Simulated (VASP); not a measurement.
A run of VASP 6.6.1:

INCAR

```
SYSTEM = MoS2
PREC     = Accurate       ! precision mode
ENCUT    = 520            ! plane-wave cutoff, eV
EDIFF    = 1E-7           ! SCF threshold, eV
ISMEAR   = 0              ! smearing method
SIGMA    = 0.02           ! smearing width, eV
LREAL    = .FALSE.        ! projectors in reciprocal space
LASPH    = .TRUE.         ! aspherical terms in the spheres
NELM     = 100            ! most SCF steps
ALGO     = Fast           ! electronic algorithm
ISIF     = 2              ! what is computed and relaxed
LWAVE    = .FALSE.        ! write WAVECAR
LCHARG   = .FALSE.        ! write CHGCAR
GGA      = PE             ! functional
LOPTICS  = .TRUE.         ! frequency-dependent dielectric function
NBANDS   = 74             ! bands
NEDOS    = 1000           ! points of the DOS
CSHIFT   = 0.1
```

KPOINTS

```
regular mesh
0
G
  10 10 2
  0 0 0
```

Contents of POSCAR:

```
MoS2
1.0
    3.1845414560      0.0000000000      0.0000000000
   -1.5922707280      2.7578938003      0.0000000000
    0.0000000000      0.0000000000     21.6705347200
Mo S
2 4
Direct
    0.3333333333      0.6666666667      0.8511602300
    0.6666666667      0.3333333333      0.1488397700
    0.6666666667      0.3333333333      0.7796253900
    0.3333333333      0.6666666667      0.0772510000
    0.6666666667      0.3333333333      0.9227490000
    0.3333333333      0.6666666667      0.2203746100
```

Potentials or basis: VASP PAW PBE potentials, release 64 (Mo_sv, S).

Run with:

```bash
$ cat potpaw_PBE.64/Mo_sv/POTCAR potpaw_PBE.64/S/POTCAR > POTCAR
$ mpirun -np 1 vasp_std > vasp.out
```

Hardware: 1 thread of Intel(R) Xeon(R) 6975P-C (Granite Rapids), with other jobs on the host.

**Question.** Estimate the wall time of this run.

**Answer.** Run time: 4.2 min on 1 thread of Intel(R) Xeon(R) 6975P-C (Granite Rapids), with other jobs on the host, peak memory 0.72 GiB. Counts: scf iterations 22, k points 28.
